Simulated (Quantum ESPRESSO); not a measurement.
The system is Tl.

```xyz
2
Lattice="3.4560 0.0000 0.0000 -1.7280 2.9930 0.0000 0.0000 0.0000 5.5250" Properties=species:S:1:pos:R:3 pbc="T T T"
Tl    1.7280    0.9977    4.1438
Tl    0.0000    1.9953    1.3813
```

```yaml
Program: Quantum ESPRESSO 7.5
Task: single point
Functional: PBE
Potentials_or_basis: SSSP 1.3 efficiency PBE
Cutoff: 748 eV
Density_cutoff: 5987 eV
k_mesh: 9 × 9 × 5
Occupations: fermi-dirac, width 0.05 eV
Spin: no spin polarisation
```

On this cell: pressure 3.0 GPa; largest force under 0.003 eV/Å; band gap on the k mesh none (metal or under the smearing width).

The same run follows on a disturbed copy (atoms moved at random, drawn with an rms of 0.05 Å):

```
CELL_PARAMETERS angstrom
3.45600 0.00000 0.00000
-1.72800 2.99298 0.00000
0.00000 0.00000 5.52500
ATOMIC_POSITIONS crystal
Tl 0.66750 0.31964 0.74125
Tl 0.32903 0.66275 0.24287
```

Problem. What changes?

Solution. The energy (extrapolated to zero smearing) moves by +0.2 meV/atom; pressure 3.0 GPa; largest force 0.031 eV/Å; band gap on the k mesh none (metal or under the smearing width).

Forces in eV/Å, atoms in the order of the input:
```
Tl  -0.008  0.008  0.029
Tl   0.008 -0.008 -0.029
```

Stress tensor (GPa, compression positive):
```
2.41 0.17 0.00
0.17 2.68 0.00
0.00 0.00 3.91
```
